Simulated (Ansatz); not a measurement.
# ZnSe (Stilleite): the cost of one run

All numbers are computed with Ansatz 0.2.0, driven from Python. Level of theory: DFT PBEsol+D4, plane waves, PAW.

### Step 1. The structure

It takes space group F-43m (No. 216, cubic). The conventional cell has a = 5.668 Å, b = 5.668 Å, c = 5.668 Å, α = 90.00°, β = 90.00°, γ = 90.00°. Around Zn (site symmetry -43m) lie 4 Se at 2.45 Å. Around Se (site symmetry -43m) lie 4 Zn at 2.45 Å.

No structure file is read: the coordinates are typed or built in the script.

### Step 2. The code

Input file znse.py:

```python
"""Band curvature masses of ZnSe."""

import logging
import sys

import ansatz as az
from ase import Atoms
import numpy as np

logging.basicConfig(stream=sys.stdout, format="%(levelname)s:%(name)s:%(message)s")
logger = logging.getLogger("znse")
logger.setLevel(logging.INFO)

config = {
    "xc": "PBEsol",
    "vdw": "D4",
    "ecut": 420,
    "kgrid": (6, 6, 6),
    "occupations": "fixed",
}


def main() -> None:
    atoms = Atoms(
        ["Zn", "Se"],
        scaled_positions=[
            (0.0, 0.0, 0.0),
            (0.25, 0.25, 0.25),
        ],
        cell=[
            (0.0, 2.8338, 2.8338),
            (2.8338, 0.0, 2.8338),
            (2.8338, 2.8338, 0.0),
        ],
        pbc=True,
    )
    cell = az.Crystal.from_ase(atoms)

    base = (
        cell.calculation()
        .functional(config["xc"], dispersion=config["vdw"])
        .basis(config["ecut"])
        .kpoints(*config["kgrid"])
        .occupations(config["occupations"])
    )
    # find the band extrema among the mesh points first
    outcome = base.band_table().run(threads=1, backend="cpu")
    r = outcome.report
    levels = np.array(r["eigenvalues_ev"])
    filled = round(r["n_electrons"] / 2)
    edges = {"top filled band": (filled - 1, levels[:, filled - 1].argmax()), "lowest empty band": (filled, levels[:, filled].argmin())}
    gap = levels[:, filled].min() - levels[:, filled - 1].max()
    logger.info(f"gap on the mesh {gap:.3f} eV")
    if gap <= 0.05:
        logger.info("no gap: band-edge masses have no meaning here")
        edges = {}
    reciprocal = 2 * np.pi * np.linalg.inv(outcome.lattice.cell_ang).T
    step = 0.008  # 1/A

    # m/m_e = (hbar^2/m_e) / (d2E/dk2), with hbar^2/m_e = 7.61996 eV A^2
    pairs = [(0, 1), (0, 2), (1, 2)]
    moves = [sign * axis for axis in np.eye(3) for sign in (-1, 1)]
    moves += [s1 * np.eye(3)[i] + s2 * np.eye(3)[j] for i, j in pairs for s1 in (1, -1) for s2 in (1, -1)]
    for name, (band, index) in edges.items():
        together = int(np.sum(np.abs(levels[index] - levels[index, band]) < 2e-3))
        print(name, "at k =", np.round(r["kpoints_frac"][index], 4), f"E = {levels[index, band]:.4f} eV, degeneracy {together}")
        centre = np.array(r["kpoints_frac"][index]) @ reciprocal
        points = [centre] + [centre + step * move for move in moves]
        table = base.band_structure(points, intervals=1, cartesian=True).run(threads=1, backend="cpu").band_structure().channels[0].eigenvalues_ev
        if together > 1:
            level = np.flatnonzero(np.abs(levels[index] - levels[index, band]) < 2e-3)
            along = (table[1, level] + table[2, level] - 2 * table[0, level]) / step ** 2
            print("  degenerate level, no single mass tensor; masses of its branches along x:", np.round(7.61996 / along, 3), "m_e")
            continue
        e = table[:, band]
        hessian = np.diag((e[1:7:2] + e[2:7:2] - 2 * e[0]) / step ** 2)
        for (i, j), (pp, pm, mp, mm) in zip(pairs, e[7:].reshape(3, 4)):
            hessian[i, j] = hessian[j, i] = (pp - pm - mp + mm) / (4 * step ** 2)
        curvatures, axes = np.linalg.eigh(hessian)
        slope = (e[2:7:2] - e[1:7:2]) / (2 * step)
        print("  slope (eV A):", np.round(slope, 3) + 0.0, "" if np.abs(slope).max() < 0.05 else "- no extremum here, so these are local curvatures and no band-edge masses")
        for curvature, axis in zip(curvatures, axes.T):
            print(f"  principal mass {7.61996 / curvature:8.3f} m_e along", np.round(axis, 2) + 0.0)


if __name__ == "__main__":
    main()
```

### Step 3. What the engine is handed

The engine receives this input (first run):

```yaml
crystal:
  lattice:
    - [0.0, 2.8338, 2.8338]
    - [2.8338, 0.0, 2.8338]
    - [2.8338, 2.8338, 0.0]
  atoms:
    - { symbol: Zn, position: [0.0, 0.0, 0.0] }
    - { symbol: Se, position: [0.25, 0.25, 0.25] }
basis:
  ecutwfc: 420.0
kpoints:
  mp_grid:
    grid: [6, 6, 6]
hamiltonian:
  xc: pbesol
  dispersion: d4
scf:
  occupations:
    method: fixed
output:
  eigenvalues: true
```

### Step 4. The run

Started as:

```console
> python znse.py
```

**Question.** How long does this script take on 1 thread of Arm Neoverse V1, shared host, and how much memory does it need?

About 6.3 s, with a peak of 0.38 GiB.
